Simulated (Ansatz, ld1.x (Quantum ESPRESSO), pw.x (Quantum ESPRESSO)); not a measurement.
## titanium (Ti): one change to the TM potential, in the atom and in the bcc crystal

| Quantity | Value |
| --- | --- |
| Element | titanium (Ti) |
| Generator | ld1.x (Quantum ESPRESSO) 7.5 |
| Type | norm-conserving Troullier–Martins (Kleinman–Bylander form) |
| Functional | PBE |
| Relativity | scalar-relativistic |
| Frozen core | [Ar] |
| Valence charge | 4 |
| Reference configuration | 3d2 4s2 4p0 |
| Partial waves | 4p (bound, empty): rc 3.65 bohr; 3d (bound): rc 1.95 bohr; 4f channel at 0.05 Ry: rc 3.40 bohr; 4s (bound): rc 3.20 bohr |
| Local potential | the s channel |
| Core correction | none |

Change: core correction a·sin(br)/r model core inside 1.16 bohr.

Cutoffs, loose and tight: the cutoffs (Ry, on a coarse ladder) from which the occupation-weighted sum of valence levels, in a spherical-Bessel basis at the reference potential, stays within 10 and 1 mRy of its value at 400 Ry. They do not see the model core or the augmentation charge, which bear on the density cutoff. Test errors are all-electron minus pseudo excitation energies from the reference, over the configurations 3d2 4s1 4p0; 3d2 4s0 4p0; 3d1 4s0 4p0; 3d2 4s1.5 4p0; 3d2.5 4s1.5 4p0; 3d1 4s2 4p1; 3d3 4s0 4p0; variants that change the core or the reference have their own tests.

Crystal test: bcc Ti in pw.x 7.5, no spin, 14³ k-points, Fermi–Dirac smearing 0.01 Ry, cutoffs set for each file from its atomic test. The reference is all-electron LAPW (Ansatz 0.2.0) with the same functional, mesh and smearing; V0 and B0 come from Birch–Murnaghan fits to the pressures at five volumes. Errors are pseudo minus all-electron; Δ is the rms difference of the E(V) curves that follow from these fits, minima aligned, over ±6 % about the mean V0. Mesh and smearing are coarse, so the numbers serve the comparison and aren't converged zero-temperature values; the lattice is a test structure that the element need not adopt.

All-electron: a0 = 3.264 Å (V0 = 17.38 Å³/atom), B0 = 104.1 GPa.

Problem. Does the change bring the crystal closer to the all-electron result?

Solution. The mean pressure error goes from +6.93 to +4.98 GPa, so the change moves the solid closer to the all-electron pressures.

```csv
quantity,base,changed
outcome (atom),generated,generated
"cutoff, loose (atom)",55 Ry,55 Ry
"cutoff, tight (atom)",70 Ry,70 Ry
bound ghosts (atom),none,none
largest test error (meV) (atom),+194 over the solved tests; 1 of 7 tests not solved or not reliable,-344 over the solved tests; 1 of 7 tests not solved or not reliable
cutoffs in pw.x (Ry),85/340,85/340
a0 (Å),–,3.310
a0 error (%),–,+1.43
B0 error (%),–,+2.1
Δ (meV/atom),–,17.5
mean pressure error (GPa),+6.93,+4.98
```

A dash: not determined, or the minimum lies outside the volumes sampled.

Base: The largest radius (3.65 bohr) exceeds half the bond length (2.67 bohr), so the spheres overlap, which is one possible source of error among others. This is a poor potential for the solid. Atomic configuration tests: 1 of 7 tests not solved or not reliable. Changed file: The largest radius (3.65 bohr) exceeds half the bond length (2.67 bohr), so the spheres overlap, which is one possible source of error among others. This is a poor potential for the solid. Atomic configuration tests: 1 of 7 tests not solved or not reliable. The atomic cutoffs weigh occupied waves only.
